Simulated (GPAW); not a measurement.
**Equation of state of CdSe under PBE+D3(zero damping)**

The structure is cubic, space group F-43m (No. 216). Conventional cell: a = 6.141 Å, b = 6.141 Å, c = 6.141 Å, α = 90.00°, β = 90.00°, γ = 90.00°. Around Cd (site symmetry -43m) lie 4 Se at 2.66 Å. Se (site symmetry -43m) has 4 Cd at 2.66 Å as nearest neighbours.

The cell is a database's computed one, not the measured one.

The cell was scaled at fixed shape and fractions and run with GPAW, GPAW PAW data sets (gpaw-data 1.2.1), cutoff 600 eV; PBE+D3(zero damping), k mesh 6 × 6 × 6 on the cell of 2 atoms, fermi-dirac occupations of 0.05 eV, no spin polarisation, no spin-orbit coupling. Energies are those that the program minimises, any entropy of the smearing included.

| V (Å³/atom) | energy over the lowest row (meV/atom) |
| --- | --- |
| 27.2056 | 8.593 |
| 27.7844 | ? |
| 28.3633 | 0.000 |
| 28.9421 | 1.585 |
| 29.5210 | 6.512 |
| 30.0998 | 14.377 |
| 30.6786 | 24.872 |

**Question.** Fit the third-order Birch-Murnaghan form, give V0, B0 and B′, and predict the energy left open.

**Answer.** With y = (V0/V)^(2/3), E = E0 + (9 V0 B0/16) [(y - 1)³ B′ + (y - 1)² (6 - 4y)]. Least squares through the rows shown give V0 = 28.3970 Å³/atom, E0 = -0.006 meV, B0 = 50.65 GPa (1 eV/Å³ = 160.218 GPa) and B′ = 4.92, with a largest miss of 0.005 meV. At V = 27.7844 the form with these constants gives 2.175 meV; the run gave 2.171 meV an atom.

The fitted minimum lies at 28.3970 Å³/atom, slightly below the volume of the starting cell, so this functional favours a somewhat denser crystal; the dispersion term may contribute, but the single curve can't isolate its share. A bulk modulus of 50.65 GPa marks a soft semiconductor, as expected for zinc-blende CdSe. Its long, polar Cd-Se bonds form an open tetrahedral network with a low density of bonding electrons, which resists compression much less than the short covalent bonds of diamond or silicon do. The positive B′ of 4.92 reflects the asymmetry of the well: on compression, Pauli repulsion between the filled shells, including Cd 4d, rises steeply, whereas on expansion the bonding weakens more gradually.

The close match at the omitted volume shows that the curve is smooth and well described by the fitted form near its minimum. Because that point is an interpolation, it says little about strong compression, and a curve for one structure can't rank zinc blende against wurtzite or locate the transition to rock salt.
